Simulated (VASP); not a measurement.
# Cu (Fm-3m) in VASP: density of states with PBE

Aim: the density of states of Cu with PBE.

Everything below comes from runs of VASP 6.6.1. Logs are shortened: lines on timing, memory, paths and dates and some standing lists are left out, and cuts for length are marked.

### Step 1. The structure

The structure is cubic, space group Fm-3m (No. 225). Conventional cell: a = 3.647 Å, b = 3.647 Å, c = 3.647 Å, α = 90.00°, β = 90.00°, γ = 90.00°. Around Cu (site symmetry m-3m) lie 12 Cu at 2.58 Å.

### Step 2. Density of states, PBE

File POSCAR:

```
Cu                                      
1.0
    0.0000000000      1.8234251437      1.8234251437
    1.8234251437      0.0000000000      1.8234251437
    1.8234251437      1.8234251437     -0.0000000000
  Cu            
     1
Direct
     0.0000000000000000    0.0000000000000000    0.0000000000000000
```

File INCAR.step1:

```
SYSTEM = Cu
PREC     = Accurate       ! precision mode
ENCUT    = 520            ! plane-wave cutoff, eV
EDIFF    = 1E-7           ! SCF threshold, eV
ISMEAR   = 0              ! smearing method
SIGMA    = 0.1            ! smearing width, eV
LREAL    = .False.        ! projectors in reciprocal space
LASPH    = .True.         ! aspherical terms in the spheres
NELM     = 100            ! most SCF steps
ALGO     = Normal         ! electronic algorithm
ISIF     = 2              ! what is computed and relaxed
LWAVE    = .False.        ! write WAVECAR
LCHARG   = .True.         ! write CHGCAR
LMAXMIX  = 4              ! l up to which the mixer works
GGA      = PE             ! functional
```

File KPOINTS.step1:

```
Automatic mesh
0
Gamma
  4 4 4
  0 0 0
```

File INCAR.step2:

```
SYSTEM = Cu
PREC     = Accurate       ! precision mode
ENCUT    = 520            ! plane-wave cutoff, eV
EDIFF    = 1E-7           ! SCF threshold, eV
ISMEAR   = -5             ! smearing method
SIGMA    = 0.1            ! smearing width, eV
LREAL    = .False.        ! projectors in reciprocal space
LASPH    = .True.         ! aspherical terms in the spheres
NELM     = 100            ! most SCF steps
ALGO     = Normal         ! electronic algorithm
ISIF     = 2              ! what is computed and relaxed
LWAVE    = .False.        ! write WAVECAR
LCHARG   = .False.        ! write CHGCAR
LMAXMIX  = 4              ! l up to which the mixer works
GGA      = PE             ! functional
LORBIT   = 10             ! projections on sites
NEDOS    = 2001           ! points of the DOS
ICHARG   = 11             ! starting density
```

File KPOINTS.step2:

```
Automatic mesh
0
Gamma
  6 6 6
  0 0 0
```

Potentials or basis: VASP PAW PBE potentials, release 64 (Cu).

Command:

```bash
$ cat potpaw_PBE.64/Cu/POTCAR > POTCAR
$ cp INCAR.step1 INCAR
$ cp KPOINTS.step1 KPOINTS
$ mpirun -np 1 vasp_std > vasp.out
$ cp INCAR.step2 INCAR
$ cp KPOINTS.step2 KPOINTS
$ mpirun -np 1 vasp_std > vasp.out
```

OUTCAR:

```text
SYSTEM = Cu
   PREC = Accurate
   ENCUT = 520
   EDIFF = 1E-7
   ISMEAR = -5
   LREAL = .False.
   LASPH = .True.
   NELM = 100
   ISIF = 2
   GGA = PE
   LORBIT = 10
   ICHARG = 11

 ion  position               nearest neighbor table
   1  0.000  0.000  0.000-

  LATTYP: Found a face centered cubic cell.
 ALAT       =     3.6468502874

  Lattice vectors:

 A1 = (   0.0000000000,   1.8234251437,   1.8234251437)
 A2 = (   1.8234251437,   0.0000000000,   1.8234251437)
 A3 = (   1.8234251437,   1.8234251437,   0.0000000000)

Analysis of symmetry for initial positions (statically):
=====================================================================
 Subroutine PRICEL returns:
 Original cell was already a primitive cell.

 Routine SETGRP: Setting up the symmetry group for a
 face centered cubic supercell.

 Subroutine GETGRP returns: Found 48 space group operations
 (whereof 48 operations were pure point group operations)
 out of a pool of 48 trial point group operations.

The static configuration has the point symmetry O_h .

Analysis of symmetry for dynamics (positions and initial velocities):
=====================================================================
 Subroutine PRICEL returns:
 Original cell was already a primitive cell.

 Routine SETGRP: Setting up the symmetry group for a
 face centered cubic supercell.

 Subroutine GETGRP returns: Found 48 space group operations
 (whereof 48 operations were pure point group operations)
 out of a pool of 48 trial point group operations.

The dynamic configuration has the point symmetry O_h .

 Subroutine INISYM returns: Found 48 space group operations
 (whereof 48 operations are pure point group operations),
 and found     1 'primitive' translations

----------------------------------------------------------------------------------------

                                     Primitive cell

  volume of cell :      12.1253

  direct lattice vectors                    reciprocal lattice vectors
     0.000000000  1.823425144  1.823425144    -0.274209227  0.274209227  0.274209227
     1.823425144  0.000000000  1.823425144     0.274209227 -0.274209227  0.274209227
     1.823425144  1.823425144  0.000000000     0.274209227  0.274209227 -0.274209227

  length of vectors
     2.578712568  2.578712568  2.578712568     0.474944314  0.474944314  0.474944314

[... 76 lines left out ...]
   NFREE  =      0    steps in history (QN), initial steepest desc. (CG)
   ISIF   =      2    stress and relaxation
   ISYM   =      2    0-nonsym 1-usesym 2-fastsym
   POTIM  = 0.5000    time-step for ionic-motion
   TEBEG  =    0.0;   TEEND  =   0.0 temperature during run
   PSTRESS=    0.0 pullay stress
   NELECT =      11.0000    total number of electrons
   NUPDOWN=      -1.0000    fix difference up-down
   EMIN   =  10.00;   EMAX   =-10.00  energy-range for DOS
   EFERMI =   0.00;   METHOD = LEGACY
   ISMEAR =    -5;   SIGMA  =   0.10  broadening in eV -4-tet -1-fermi 0-gaus
   EFERMI_NEDOS =   21; number of points for ismear=-14 and -15
   IALGO  =     38    algorithm
   IMIX   =      4    mixing-type and parameters
     AMIX     =   0.40;   BMIX     =  1.00
     AMIX_MAG =   1.60;   BMIX_MAG =  1.00
  volume/ion in A,a.u.               =      12.13        81.83
  Fermi-wavevector in a.u.,A,eV,Ry     =   1.584800  2.994838 34.172269  2.511591
  Thomas-Fermi vector in A             =   2.684362
   LORBIT       =     10    0 simple, 1 ext, 2 COOP (PROOUT), +10 PAW based schemes
   GGA     = PE    functional components
   LHFCALC =     F    Hartree Fock is set to
   AEXX    =    0.0000 exact exchange contribution
   IVDW    =     0    specifies the selected vdW correction
   LEPSILON=     F    determine dielectric tensor
   LRPA    =     F    only Hartree local field effects (RPA)
 non-spin polarized calculation
 Fermi weights with tetrahedron method with Bloechl corrections
  energy-cutoff  :      520.00
  volume of cell :       12.13
 maximum number of plane-waves:       332

 number of electron      10.9999993 magnetization

 Free energy of the ion-electron system (eV)
  ---------------------------------------------------
  ext. energy  EPLUGINS =         0.00000000
  ---------------------------------------------------
  free energy    TOTEN  =        -3.72579110 eV

  energy without entropy =       -3.72579110  energy(sigma->0) =       -3.72579110

 E-fermi :   7.3891     XC(G=0): -12.5796

 val. band max:        7.1483624162   @ k =   0.5000   0.3333   0.1667
 cond. band min:       7.7141240992   @ k =   0.5000   0.1667   0.0000
 fundamental gap:      0.5657616830
 Fermi energy:         7.3891185547

 k-point     1 :       0.0000    0.0000    0.0000
  band No.  band energies     occupation
      1      -1.8917      2.00000
      2       4.2849      2.00000
      3       4.2849      2.00000
      4       4.2849      2.00000
      5       5.0731      2.00000
      6       5.0731      2.00000
      7      29.6470      0.00000
      8      32.0840      0.00000
      9      32.0840      0.00000
[... 169 lines left out ...]
 k-point    16 :      -0.3333    0.5000    0.1667
  band No.  band energies     occupation
      1       3.0085      2.00000
      2       3.3241      2.00000
      3       4.4847      2.00000
      4       5.2175      2.00000
      5       5.7542      2.00000
      6      11.2313     -0.00658
      7      14.7369      0.00000
      8      15.8046      0.00000
      9      17.0685      0.00000

------------------------ aborting loop because EDIFF is reached ----------------------------------------

  FORCE on cell =-STRESS in cart. coord.  units (eV):
  Direction    XX          YY          ZZ          XY          YZ          ZX
  --------------------------------------------------------------------------------------
  -------------------------------------------------------------------------------------
  Total       -0.2047900     -0.2047900     -0.2047900     -0.0000000     -0.0000000      0.0000000
  in kB      -27.0598610    -27.0598610    -27.0598610     -0.0000000     -0.0000000      0.0000000
  external PRESSURE =     -27.0598610 kB  Pullay stress =       0.0000000 kB

 VOLUME and BASIS-vectors are now :
 -----------------------------------------------------------------------------
  energy-cutoff  :      520.00
  volume of cell :       12.13
      direct lattice vectors                 reciprocal lattice vectors
     0.000000000  1.823425144  1.823425144    -0.274209227  0.274209227  0.274209227
     1.823425144  0.000000000  1.823425144     0.274209227 -0.274209227  0.274209227
     1.823425144  1.823425144  0.000000000     0.274209227  0.274209227 -0.274209227

 POSITION                                       TOTAL-FORCE (eV/Angst)
 -----------------------------------------------------------------------------------
      0.00000      0.00000      0.00000        -0.000000      0.000000      0.000000
 -----------------------------------------------------------------------------------
    total drift:                                0.000000      0.000000     -0.000000

  FREE ENERGIE OF THE ION-ELECTRON SYSTEM (eV)
  ---------------------------------------------------
  free  energy   TOTEN  =        -3.7257910983 eV

  energy  without entropy=       -3.7257910983  energy(sigma->0) =       -3.72579110

 total charge

# of ion       s       p       d       tot
------------------------------------------
    1        0.439   0.367   9.166   9.971
```

OUTCAR.step1:

```text
SYSTEM = Cu
   PREC = Accurate
   ENCUT = 520
   EDIFF = 1E-7
   ISMEAR = 0
   LREAL = .False.
   LASPH = .True.
   NELM = 100
[... 294 lines left out ...]
 -----------------------------------------------------------------------------------
      0.00000      0.00000      0.00000        -0.000000      0.000000     -0.000000
 -----------------------------------------------------------------------------------
    total drift:                                0.000000      0.000000      0.000000

  FREE ENERGIE OF THE ION-ELECTRON SYSTEM (eV)
  ---------------------------------------------------
  free  energy   TOTEN  =        -3.5672047025 eV

  energy  without entropy=       -3.5624807531  energy(sigma->0) =       -3.56484273
```

OSZICAR.step1:

```text
N       E                     dE             d eps       ncg     rms          rms(c)
DAV:   1     0.367956747722E+02    0.36796E+02   -0.53773E+03   144   0.196E+03
DAV:   2    -0.398464352048E+01   -0.40780E+02   -0.39284E+02   144   0.199E+02
DAV:   3    -0.446268959883E+01   -0.47805E+00   -0.47682E+00   183   0.324E+01
DAV:   4    -0.446581205356E+01   -0.31225E-02   -0.31223E-02   185   0.221E+00
DAV:   5    -0.446583930804E+01   -0.27254E-04   -0.27255E-04   193   0.176E-01    0.766E+00
DAV:   6    -0.394771455045E+01    0.51812E+00   -0.17047E+01   149   0.933E+01    0.393E+00
DAV:   7    -0.357915471769E+01    0.36856E+00   -0.26988E+00   150   0.367E+01    0.539E-01
DAV:   8    -0.356919038592E+01    0.99643E-02   -0.73376E-03   191   0.180E+00    0.333E-01
DAV:   9    -0.356719948168E+01    0.19909E-02   -0.14147E-02   151   0.250E+00    0.256E-02
DAV:  10    -0.356720544127E+01   -0.59596E-05   -0.35476E-05   223   0.105E-01    0.928E-03
DAV:  11    -0.356720475323E+01    0.68804E-06   -0.85384E-07   160   0.187E-02    0.109E-03
DAV:  12    -0.356720470251E+01    0.50722E-07   -0.96187E-08   103   0.620E-03
   1 F= -.35672047E+01 E0= -.35648427E+01  d E =-.472395E-02
```

Wall time 2.4 s (1 thread of Intel Xeon 6975P-C (Granite Rapids), shared host); peak memory 0.11 GiB.

Results:

```yaml
Valence_electrons_inside_the_program's_atomic_spheres: Cu 9.97
```

Levels at points of the mesh, in eV from the Fermi level:
```
           k point  band 2  band 3  band 4  band 5  band 6  band 7  band 8  band 9
(0.00, 0.00, 0.00)   -3.10   -3.10   -3.10   -2.32   -2.32   22.26   24.69   24.69
(0.50, 0.00, 0.00)   -3.13   -3.13   -1.77   -1.77   -1.05    3.48   20.76   21.53
(0.50, 0.50, 0.00)   -4.44   -1.79   -1.64   -1.64    1.39    6.79   12.75   12.75
```

States per cell in windows of 0.5 eV (zero at the Fermi level; states under -8 eV left out):
```tsv
from (eV)	total	Cu1_d	Cu1_p	Cu1_s
-8.0	0.05	0.00	0.00	0.02
-7.5	0.06	0.00	0.01	0.03
-7.0	0.08	0.01	0.01	0.03
-6.5	0.11	0.02	0.01	0.04
-6.0	0.16	0.05	0.02	0.04
-5.5	0.25	0.10	0.02	0.05
-5.0	0.63	0.39	0.03	0.08
-4.5	0.96	0.75	0.03	0.04
-4.0	1.14	0.99	0.04	0.00
-3.5	1.89	1.63	0.08	0.02
-3.0	1.58	1.47	0.03	0.01
-2.5	2.00	1.92	0.02	0.01
-2.0	1.44	1.40	0.01	0.01
-1.5	0.18	0.14	0.02	0.01
-1.0	0.20	0.13	0.03	0.01
-0.5	0.19	0.10	0.04	0.01
0.0	0.16	0.08	0.04	0.01
0.5	0.14	0.06	0.03	0.01
1.0	0.15	0.06	0.05	0.01
1.5	0.16	0.05	0.05	0.01
2.0	0.13	0.04	0.04	0.01
2.5	0.11	0.04	0.04	0.01
3.0	0.10	0.03	0.04	0.01
3.5	0.05	0.01	0.02	0.00
4.0	0.02	0.00	0.00	0.01
4.5	0.10	0.03	0.02	0.03
5.0	0.17	0.04	0.04	0.04
5.5	0.18	0.04	0.04	0.04
6.0	0.14	0.03	0.04	0.03
6.5	0.15	0.03	0.04	0.03
7.0	0.14	0.03	0.04	0.02
7.5	0.14	0.03	0.04	0.03
```

Caveat: the k mesh is coarse (spacing up to 0.75 Å⁻¹), so the values aren't converged; tetrahedron occupations give inexact forces and stress in metals.
